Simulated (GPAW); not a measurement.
The system is ZnSe (Stilleite).

```
Se Zn
1.0
     0.00000    2.83380    2.83380
     2.83380    0.00000    2.83380
     2.83380    2.83380    0.00000
Se Zn
1 1
Direct
  0.75000 0.75000 0.75000
  0.00000 0.00000 0.00000
```

Base run:

* Program: GPAW 26.7.0
* Functional: PBEsol
* Potentials or basis: PAW data sets generated in the run's folder for this functional
* Cutoff: 600 eV
* Basis: pw
* k mesh: 8 × 8 × 8
* Occupations: fermi-dirac, width 0.05 eV
* Spin: no spin polarisation

Its results: band gap on the k mesh 1.18 eV, direct; pressure -1.2 GPa.

Q: After a change of settings the same cell gave: band gap on the k mesh 1.42 eV, direct; pressure 3.8 GPa. Which change was it?
A. functional from PBEsol to r2SCAN; potentials or basis from PAW data sets generated in the run's folder for this functional to GPAW PAW data sets (gpaw-data 1.2.1)
B. spin from no spin polarisation to spin-orbit coupling, no magnetisation
C. functional from PBEsol to revPBE; potentials or basis from PAW data sets generated in the run's folder for this functional to the program's PAW data sets (release 1.2.1) made for this functional

A: C.

Not every run made on this cell is shown here.
